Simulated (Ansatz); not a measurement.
# ZrO2 under changes of volume

One of the cells (11.158 Å³/atom); the others are scaled copies at fixed shape and fractional positions:

```xyz
6
Lattice="3.5961 0.0000 0.0000 0.0000 3.5961 0.0000 0.0000 0.0000 5.1770" Properties=species:S:1:pos:R:3 pbc="T T T"
Zr    1.7980    1.7980    2.5885
Zr    0.0000    0.0000    0.0000
O     1.7980    0.0000    4.1261
O     1.7980    0.0000    1.5376
O     0.0000    1.7980    3.6394
O     0.0000    1.7980    1.0509
```

- Program: Ansatz 0.2.0
- Functional: RPBE
- Dispersion: D4
- Potentials or basis: Ansatz PAW
- Cutoff: 420 eV (not typed: the program's choice for these potentials)
- k mesh: 7 × 7 × 5
- Occupations: fermi-dirac, width 0.05 eV
- Spin: no spin polarisation

```csv
volume (Å³/atom),energy over the lowest point (meV/atom),pressure (GPa),gap on the mesh (eV),largest force (eV/Å)
10.489,?,?,?,?
10.712,18.59,12.0,4.17,0.085
10.935,5.72,6.6,4.12,0.015
11.158,0.00,1.7,4.06,0.108
11.381,0.79,-2.7,4.00,0.195
11.604,7.42,-6.7,3.94,0.275
11.828,19.41,-10.4,3.87,0.351
```

Question: What does the run at 10.489 Å³/atom give?

Answer: Energy over the lowest point 39.52 meV/atom; pressure 18.0 GPa; gap on the mesh 4.23 eV; largest force 0.192 eV/Å.

Worked out: A Birch-Murnaghan fit of order 3 (a polynomial in V^(-2/3)) to the other rows has its minimum at 11.24 Å³/atom with B0 = V·E''(V) = 226 GPa and B' = 4.1 at fixed shape and positions, which overstates the stiffness. It gives 39.42 meV/atom at 10.489 Å³/atom, against the run's 39.52, and -dE/dV = 18.0 GPa, against 18.0. A straight line through the other rows of the gap, of slope -3.03 eV per unit of ln V, extrapolates to 4.24 eV, against the run's 4.23.

Energies are extrapolated to zero smearing.

Caveats: odd divisions of the mesh miss points on the zone boundary, where band edges often lie, so the gap on the mesh can be too wide; the PAW data sets come from PBE, with cores solved anew for the run's functional, which leaves a small shift of forces and pressure.

A mesh can miss the band edges. Spin-orbit coupling on Zr is left out.
